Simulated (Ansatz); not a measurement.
Pb:

```
Pb
1.0
     0.00000    2.47502    2.47502
     2.47502    0.00000    2.47502
     2.47502    2.47502    0.00000
Pb
1
Direct
  0.00000 0.00000 0.00000
```

Program: Ansatz 0.2.0. Alike in all runs: potentials or basis Ansatz PAW; cell as given; cutoff (eV) 420; smearing fermi-dirac 0.05 eV.

**Question.** Order these runs on this cell by their pressure, lowest first.
A. level LDA; spin SOC, no magnetisation; k mesh 7 × 7 × 7; points for each segment of the path 14; mesh quality not flagged
B. level revPBE; spin off; k mesh 9 × 9 × 9; points for each segment of the path 14; mesh quality not flagged
C. level PBE0; spin SOC, no magnetisation; k mesh 4 × 4 × 4; mesh quality coarse
D. level BLYP; spin off; k mesh 9 × 9 × 9; points for each segment of the path 14; mesh quality not flagged

**Answer.** A (-1.7 GPa), C (0.0 GPa), B (3.4 GPa), D (5.9 GPa).

Caveats: some runs use coarse meshes; the PAW data sets come from PBE, with cores solved anew for the run's functional, which leaves a small shift of forces and pressure; the thresholds are loose for stress (some runs).
